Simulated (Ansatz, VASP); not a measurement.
## Pd: VASP beside Ansatz

Contents of INCAR:

```
SYSTEM = Pd
ALGO = Normal
EDIFF = 1E-6
ENCUT = 520
GGA = PE
ISIF = 2
ISMEAR = -1
LASPH = .True.
LCHARG = .True.
LELF = .True.
LREAL = .False.
LVHAR = .True.
LWAVE = .False.
NBANDS = 17
NELM = 60
PREC = Accurate
SIGMA = 0.08
```

The input KPOINTS:

```
k-points
0
Gamma
  15 15 8
  0 0 0
```

File POSCAR:

```
Pd
1.0
    2.7555247108      0.0000000000      0.0000000000
   -1.3777623554      2.3863544003      0.0000000000
    0.0000000000      0.0000000000      4.5952575980
Pd
2
Direct
    0.3333333333      0.6666666667      0.2500000000
    0.6666666667      0.3333333333      0.7500000000
```

Input for Ansatz:

```yaml
crystal:
  lattice:
    - [2.7555247108, 0.0, 0.0]
    - [-1.3777623554, 2.3863544003, 0.0]
    - [0.0, 0.0, 4.595257598]
  atoms:
    - { symbol: Pd, position: [0.3333333333, 0.6666666667, 0.25] }
    - { symbol: Pd, position: [0.6666666667, 0.3333333333, 0.75] }
kpoints:
  mp_grid: { grid: [15, 15, 8] }
scf:
  occupations: { method: fermi_dirac, width: 0.08 }
hamiltonian:
  xc: pbe
  pseudopotentials: { kind: all_electron, lapw: { basis_error: 0.00025 } }
output:
  forces: true
  stress: true
  eigenvalues: true
```

Change from the starting cell: volume scaled by 0.98.

Alike in both runs: task single point; functional PBE; k mesh 15 × 15 × 8; occupations fermi-dirac, width 0.08 eV; no spin polarisation.

|  | VASP | Ansatz |
| --- | --- | --- |
| version | VASP 6.6.1 | Ansatz 0.2.0 |
| potentials or method | VASP PAW PBE potentials, release 64 (Pd) | all-electron LAPW, scalar-relativistic |
| plane-wave cutoff (eV) | 520 | see its input |

|  | VASP | Ansatz | Ansatz less VASP |
| --- | --- | --- | --- |
| pressure (GPa) | 3.2 | 3.4 | +0.21 |
| largest component of the traceless stress (GPa) | 0.06 | 0.00 | -0.054 |

Ansatz ran all-electron here, so the differences hold the error of VASP's frozen core and of both bases.
